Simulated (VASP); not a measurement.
# Settings for Gd: self-consistent run

Gd, P6_3/mmc (no. 194), 2 atoms in the cell. R2SCAN; PAW potentials Gd (PBE set). VASP 6.6.1.

Wanted: energy within 0.2 meV/atom; Fermi level within 0.005 eV.

What the run is for: comparing ways to start; Accuracy asked: tight.

POSCAR:
```
Gd
1.0
    3.6360000000      0.0000000000      0.0000000000
   -1.8180000000      3.1488683682      0.0000000000
    0.0000000000      0.0000000000      5.7826000000
Gd
2
Direct
    0.6666666667      0.3333333333      0.7500000000
    0.3333333333      0.6666666667      0.2500000000
```

## How the run starts (with a second run first, the time holds both)

| How the run starts (with a second run first, the time holds both) | Energy less reference (meV/atom) | Fermi level (eV) | Time (s) |
|---|---|---|---|
| from scratch: 46 SCF iterations | 0.00 | 3.1766 | 604 |
| PBE orbitals (WAVECAR): 26 + 10 SCF iterations | 0.00 | 3.1767 | 290 |
| PBE density (CHGCAR): 26 + 34 SCF iterations | 0.00 | 3.1769 | 565 |
| loose PBE orbitals: 20 + 15 SCF iterations | 0.00 | 3.1767 | 331 |

## Question

For each series: keep the first row unless others stay within half of the tolerance and take at least 30 % less time, and then take the fastest.

## Answer

- How the run starts (with a second run first, the time holds both): PBE orbitals (WAVECAR): 26 + 10 SCF iterations

## All choices together

| Input | Energy less reference (meV/atom) | Fermi level (eV) | Time (s) |
|---|---|---|---|
| chosen settings | 0.00 | 3.1767 | 290 |
| reference settings throughout | 0.00 | 3.1766 | 604 |

The tolerance is met.

## The input

INCAR.step1:
```
SYSTEM = Gd
ISPIN = 2 ; MAGMOM = 7 7
LORBIT = 11 ; ISMEAR = 1
SIGMA = 0.1 ; LWAVE = .TRUE.
LCHARG = .TRUE. ; ISIF = 2
PREC = Accurate ; LASPH = .TRUE.
LREAL = .FALSE. ; ALGO = Normal
EDIFF = 1E-5 ; NELM = 200
GGA_COMPAT = .FALSE. ; ENCUT = 800
LMAXMIX = 6 ; KPAR = 8
GGA = PE
```

INCAR.step2, as INCAR.step1 but for:
```
- LWAVE = .TRUE.
- LCHARG = .TRUE.
- EDIFF = 1E-5
- GGA = PE
+ METAGGA = R2SCAN
+ LWAVE = .FALSE.
+ LCHARG = .FALSE.
+ EDIFF = 1E-6
+ LMIXTAU = .TRUE.
+ ISTART = 1
```

KPOINTS:
```
k-points
0
Gamma
  10 10 6
```

Commands (each step's output is kept before the next begins):
```
cat potpaw_PBE.64/Gd/POTCAR > POTCAR
cp INCAR.step1 INCAR
mpirun -np 8 vasp_std > vasp.out
cp INCAR.step2 INCAR
mpirun -np 8 vasp_std > vasp.out
```

Limits: The moments start parallel; another order may lie lower.

The chosen input took VASP 6.6.1 290 s on 8 cores (Intel Xeon Platinum 8259CL @ 2.50GHz (Skylake/Cascade Lake)), a shared host.
